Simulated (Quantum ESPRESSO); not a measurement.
The system is AlN.

```
Al N
1.0
     3.11300    0.00000    0.00000
    -1.55650    2.69594    0.00000
     0.00000    0.00000    4.98100
Al N
2 2
Direct
  0.66667 0.33333 0.50000
  0.33333 0.66667 0.00000
  0.66667 0.33333 0.88000
  0.33333 0.66667 0.38000
```

```yaml
Program: Quantum ESPRESSO 7.5
Task: phonons
Functional: LDA
Potentials_or_basis: PseudoDojo 0.4.1 SR LDA standard
Cutoff: 1143 eV
Density_cutoff: 4572 eV
k_mesh: 6 × 6 × 4, shifted
Occupations: fermi-dirac, width 0.05 eV
Spin: no spin polarisation
Form_of_the_LDA_correlation: PW92
Mixing_beta: 0.5
Most_SCF_iterations: 120
SCF_threshold: 8e-10 Ry
```

The cell and the atoms were relaxed first, to 10.15 Å³/atom (a = 3.082 Å, b = 3.082 Å, c = 4.933 Å, α = 90.00°, β = 90.00°, γ = 120.00°), and the response was taken there.

The first run showed a gap, so the response started from a second, tighter run with fixed occupations.

Q: Which infrared line is the strongest?

A: The E1 mode at 684 cm⁻¹, with 63.3 (D/Å)²/amu summed over its components.

Optical modes at Γ, degenerate ones joined, polar ones without the macroscopic field:
| cm⁻¹ | components | symmetry | active in | IR intensity, summed ((D/Å)²/amu) |
| --- | --- | --- | --- | --- |
| 242 | 2 | E2 | Raman | 0.00 |
| 555 | 1 | B1 | silent | 0.00 |
| 625 | 1 | A1 | IR and Raman | 35.69 |
| 673 | 2 | E2 | Raman | 0.00 |
| 684 | 2 | E1 | IR and Raman | 63.26 |
| 736 | 1 | B1 | silent | 0.00 |

Zone-centre frequencies without and with the macroscopic field along z (cm⁻¹):
```
                      optical modes in rising order
       without  242 242 555 625 673 673 684 684 736
with the field  242 242 555 673 673 684 684 736 895
```

Born effective charge tensors (e):
atom 1, Al
```
2.50 0.00 0.00
0.00 2.50 0.00
0.00 0.00 2.67
```
atom 2, Al
```
2.50 0.00 0.00
0.00 2.50 0.00
0.00 0.00 2.67
```
atom 3, N
```
-2.52  0.00  0.00
 0.00 -2.52  0.00
 0.00  0.00 -2.67
```
atom 4, N
```
-2.52  0.00  0.00
 0.00 -2.52  0.00
 0.00  0.00 -2.67
```
